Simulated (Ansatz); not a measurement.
Pressure against volume in MgH2

The cell was found from a structure generator's guess, not taken from experiment.

Computed with Ansatz, DFT PBE, scalar-relativistic, plane waves, PAW. Settings of the last relaxation (3-atom cell): 420 eV, 20×20×20 k points, Gaussian smearing of 0.10 eV, no spin polarisation.

```cif
data_structure
_symmetry_space_group_name_H-M 'Fm-3m'
_symmetry_Int_Tables_number 225
_cell_length_a 4.7575
_cell_length_b 4.7575
_cell_length_c 4.7575
_cell_angle_alpha 90.000
_cell_angle_beta 90.000
_cell_angle_gamma 90.000
_cell_volume 107.68
loop_
_atom_site_label
_atom_site_type_symbol
_atom_site_symmetry_multiplicity
_atom_site_Wyckoff_symbol
_atom_site_fract_x
_atom_site_fract_y
_atom_site_fract_z
_atom_site_occupancy
Mg1 Mg 4 b 0.50000 0.00000 0.00000 1
H1 H 8 c 0.25000 0.25000 0.75000 1
```

The cell was set to several volumes, with shape and atoms relaxed at each where symmetry leaves them free. Pressure is positive in compression, and energies count from the lowest row. No row has a gap on its mesh.

| row | V (Å³/atom) | P (GPa) | ΔE (meV/atom) |
| --- | --- | --- | --- |
| 1 | 7.896 | 9.48 | 28.9 |
| 2 | 8.166 | 6.60 | 15.5 |
| 3 | 8.435 | ? | ? |
| 4 | 8.704 | 1.91 | 1.6 |
| 5 | 8.973 | 0.00 | 0.0 |
| 6 | 9.242 | -1.66 | 1.4 |
| 7 | 9.512 | -3.11 | 5.5 |
| 8 | 9.871 | -4.78 | 14.4 |

Question: Find B = −V·ΔP/ΔV from rows 4 and 6 and from rows 1 and 2, and from the two its slope B′ and its value B0 at zero pressure.

Answer: Rows 4 and 6 give −(8.704 + 9.242)/2 × (-1.66 − (1.91))/(9.242 − 8.704) = 59.5 GPa at a mean pressure of 0.12 GPa. Rows 1 and 2 give −(7.896 + 8.166)/2 × (6.60 − (9.48))/(8.166 − 7.896) = 85.7 GPa at a mean pressure of 8.04 GPa. So B′ = (85.7 − 59.5)/(8.04 − (0.12)) = 3.31 and B0 = 59.5 − 3.31 × (0.12) = 59.1 GPa. A third-order Birch–Murnaghan fit to all the energies gives B0 = 59.3 GPa and B′ = 3.5.

Question: Estimate the pressure and energy of row 3.

Answer: From row 5, V0 = 8.973 × (1 + (0.00)/59.1) = 8.973 Å³/atom. Murnaghan's form P = (B0/B′)·[(V0/V)^B′ − 1] gives (59.1/3.31) × [(8.973/8.435)^3.31 − 1] = 4.05 GPa; the computed pressure is 4.09 GPa, so the estimate is off by -0.04 GPa. The work of compression from row 4, with the mean of the two pressures, gives ΔE = 1.6 + (4.05 + 1.91)/2 × (8.704 − 8.435)/160.2 × 1000 = 6.6 meV/atom (1 eV/Å³ = 160.2 GPa); the computed value is 6.6 meV/atom.

All volumes keep the k mesh of the relaxed cell. Symmetry constrained the relaxation, so the result can be a saddle point.
